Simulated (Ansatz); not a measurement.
# Co: the cost of one run

Computed with Ansatz 0.2.0 (DFT PBE, scalar-relativistic, plane waves, PAW, unless a step's input says otherwise).

### Step 1. The starting structure

It takes space group P-3m1 (No. 164, trigonal). The conventional cell has a = 2.487 Å, b = 2.487 Å, c = 4.063 Å, α = 90.00°, β = 90.00°, γ = 120.00°. Around Co (site symmetry 3m) lie 12 Co at 2.42 to 2.55 Å.

Coordinates:

```cif
data_structure
_symmetry_space_group_name_H-M 'P 1'
_symmetry_Int_Tables_number 1
_cell_length_a 2.4874
_cell_length_b 2.4874
_cell_length_c 4.0633
_cell_angle_alpha 90.000
_cell_angle_beta 90.000
_cell_angle_gamma 120.000
_cell_volume 21.77
loop_
_atom_site_label
_atom_site_type_symbol
_atom_site_fract_x
_atom_site_fract_y
_atom_site_fract_z
_atom_site_occupancy
Co1 Co 0.66667 0.33333 0.25986 1
Co2 Co 0.33333 0.66667 0.74014 1
```

It goes back to an entry of the Materials Project, which need not be the stable form.

The cell is taken as given, not relaxed at this level.

### Step 2. Zero of the scan

The input, input.yaml:

```yaml
crystal:
  lattice:
    - [2.4873648738, 0.0, 0.0]
    - [-1.2436824369, 2.1541211692, 0.0]
    - [0.0, 0.0, 4.0632895034]
  atoms:
    - { symbol: Co, position: [0.6666666667, 0.3333333333, 0.259861], spin: 1.93 }
    - { symbol: Co, position: [0.3333333333, 0.6666666667, 0.740139], spin: 1.93 }
basis:
  ecutwfc: 420
kpoints:
  mp_grid: { grid: [24, 24, 14] }
hamiltonian:
  xc: pbe
scf:
  occupations: { method: gaussian, width: 0.15 }
output:
  forces: true
  stress: true
  eigenvalues: true
  populations: true
  write_density: true
  write_potential: true
  elf: true
  volumetric_format: npy
magnetization:
  spin_polarized: true
```

Launch:

```console
> ansatz run input.yaml --threads 1 --pin off --max-ram 2560MiB --backend cpu --events-out ev --progress --plain --runs-dir out
```

**Question.** How long does this run take on 1 thread of Intel Xeon Platinum 8488C (Sapphire Rapids), shared host, and how much memory does it need?

About 55 s, with a peak of 0.87 GiB.
